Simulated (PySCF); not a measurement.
# C7H8: the cost of one run

Computed with PySCF 2.14.0 and routines of our own; the level stands in each step. Atoms count from 0.

### Step 1. The system as given

15 atoms, charge 0, multiplicity 1; geometry from: GFN2-xTB.

### Step 2. Geometry optimisation at CAM-B3LYP/def2-SV(P)

The job: settings as JSON, then the geometry in Å.

```
{"job": {"xc": "CAM-B3LYP", "basis": "def2-SV(P)", "grid": 1, "kind": "geom"}, "charge": 0, "multiplicity": 1}
C      1.303679     0.551369    -0.496487
C      1.212666    -0.768239    -0.434555
C     -0.097598    -1.095337     0.266928
C     -1.193086    -0.612266    -0.672584
C     -1.102130     0.707407    -0.733865
C      0.055672     1.119466     0.163705
C     -0.122072     0.068305     1.274416
H      2.065940     1.158076    -0.946967
H      1.882449    -1.512370    -0.821584
H     -0.200900    -2.106942     0.648425
H     -1.863001    -1.270274    -1.192504
H     -1.678385     1.399942    -1.317575
H      0.095141     2.166761     0.448713
H     -1.067977     0.157795     1.808456
H      0.705189     0.044296     1.983566
```

On the command line:

```
OMP_NUM_THREADS=1 python excited_run.py task.json out
```

The driver reads the jobs from task.json and runs them one after another.

Q: Estimate the wall time and peak memory of this first job on 1 thread of AMD EPYC, shared host.

About 57 s, with a peak of 0.58 GiB.
